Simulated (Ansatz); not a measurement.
**A strain series on NaCl (rocksalt): epitaxial in the plane normal to [111]**

NaCl (rocksalt), relaxed with r2SCAN in Ansatz 0.2.0, then strained (epitaxial in the plane normal to [111]; changes of length per length, axes as in the cell below) with the atoms relaxed again within the symmetry that is left. The symmetry is Fm-3m (No. 225, cubic); a = 5.605 Å in the conventional setting, 22.02 Å³ an atom. Na is surrounded by 6 Cl at 2.80 Å; Cl is surrounded by 6 Na at 2.80 Å. Spin-unpolarised throughout; all numbers are computed.

```xyz
2
Lattice="0.0000 2.8027 2.8027 2.8027 0.0000 2.8027 2.8027 2.8027 0.0000" Properties=species:S:1:pos:R:3 pbc="T T T"
Na    0.0000    0.0000    0.0000
Cl    2.8027    2.8027    2.8027
```

Gaps are the least over each mesh (PBE 8×8×8, r2SCAN 8×8×8, HSE06 6×6×6 when unstrained) and the special points, which keep their unstrained names; stress is the change from the unstrained cell, compression positive.

```tsv
strain (%)	free normal strain (%)	gap, PBE (eV)	gap, r2SCAN (eV)	gap, HSE06 (eV)	edges, HSE06	in-plane stress, r2SCAN (GPa)	energy rise, r2SCAN (meV/atom)
-4.56	+3.72	5.230	6.033	6.619	Γ	+2.65	16.0
-1.95	+1.64	5.214	6.014	6.598	Γ	+1.00	2.8
-1.56	+1.25	5.213	6.012	6.596	Γ	+0.82	1.8
0.0	0.00	5.180	5.975	6.559	Γ	0.00	0.0
+0.5	-0.40	5.133	5.927	6.510	Γ	-0.24	0.1
+2.0	-1.54	4.995	5.781	6.364	Γ	-0.95	2.5
+2.26	-1.75	4.972	5.756	–	–	-1.06	3.2
+4.0	-3.19	4.817	5.593	6.177	Γ	-1.74	9.7
```

Between zero and the nearest strains the slope of the HSE06 gap against strain is -0.024 eV per percent for negative and -0.098 for positive strain.

The meshes of the hybrids are coarse, so their gaps aren't converged to the digits shown.
